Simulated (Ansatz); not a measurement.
# SrO: the cost of one run

Method: reference: DFT, HSE06, plane waves, PAW, in Ansatz 0.2.0.

## 1. The starting structure

The structure is hexagonal, space group P6_3/mmc (No. 194). Conventional cell: a = 3.563 Å, b = 3.563 Å, c = 6.255 Å, α = 90.00°, β = 90.00°, γ = 120.00°. Sr (site symmetry -3m) has 6 O at 2.58 Å as nearest neighbours. O (site symmetry -6m2) is surrounded by 6 Sr at 2.58 Å.

Structure file:

```xyz
4
Lattice="3.5632 0.0000 0.0000 -1.7816 3.0859 0.0000 0.0000 0.0000 6.2551" Properties=species:S:1:pos:R:3 pbc="T T T"
Sr    0.0000    0.0000    0.0000
Sr    0.0000    0.0000    3.1276
O     0.0000    2.0572    1.5638
O     1.7816    1.0286    4.6913
```

## 2. Reference

The input, input.yaml:

```yaml
crystal:
  lattice:
    - [3.5632380093, 0.0, 0.0]
    - [-1.7816190046, 3.0858546358, 0.0]
    - [0.0, 0.0, 6.2551048169]
  atoms:
    - { symbol: Sr, position: [0.0, 0.0, 0.0] }
    - { symbol: Sr, position: [0.0, 0.0, 0.5] }
    - { symbol: O, position: [0.3333333333, 0.6666666667, 0.25] }
    - { symbol: O, position: [0.6666666667, 0.3333333333, 0.75] }
kpoints:
  mp_grid: { grid: [6, 6, 2] }
hamiltonian:
  xc: hse06
scf:
  occupations: { method: fixed }
  n_extra_bands: 5
output:
  forces: true
  stress: true
  eigenvalues: true
```

The run is started by

```bash
$ ansatz run input.yaml --threads 4 --pin off --max-ram 3686MiB --backend cpu --events-out ev --progress --plain --runs-dir out
```

What time and memory should one allow on 4 threads of Arm Neoverse N1, shared host?

About 15 s, with a peak of 0.93 GiB.
